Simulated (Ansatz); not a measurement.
Runs of Ansatz 0.2.0 on AlCu. The structure is cubic, space group Pm-3m (No. 221). Conventional cell: a = 2.998 Å, b = 2.998 Å, c = 2.998 Å, α = 90.00°, β = 90.00°, γ = 90.00°. Cu (site symmetry m-3m) has 8 Al at 2.60 Å as nearest neighbours. Al (site symmetry m-3m) is surrounded by 8 Cu at 2.60 Å. The cell comes from a database or a generator and needn't be the stable form of this composition.

| level | cutoff (eV) | gap on the mesh (eV) | pressure (GPa) |
| --- | --- | --- | --- |
| HSE06 | 420 | none | 2.6 |
| PBEsol | 420 | none | -1.4 |
| r2SCAN0 | 500 | none | (a) |
| PBE0 | 420 | none | (b) |
| r2SCAN | 500 | none | -1.9 |

Alike in all rows: task projected density of states; potentials or basis Ansatz PAW; no spin polarisation; cell as given; k mesh 5 × 5 × 5; smearing fermi-dirac 0.05 eV; the mesh is coarse, so values aren't converged.

Fill in the values left out.

(a) 0.0; (b) 2.7.

Caveats: all runs use coarse meshes; the PAW data sets come from PBE, with cores solved anew for the run's functional, which leaves a small shift of forces and pressure; the thresholds are loose for stress (some runs).

A gap of «none» marks a metal or a gap under the smearing width.
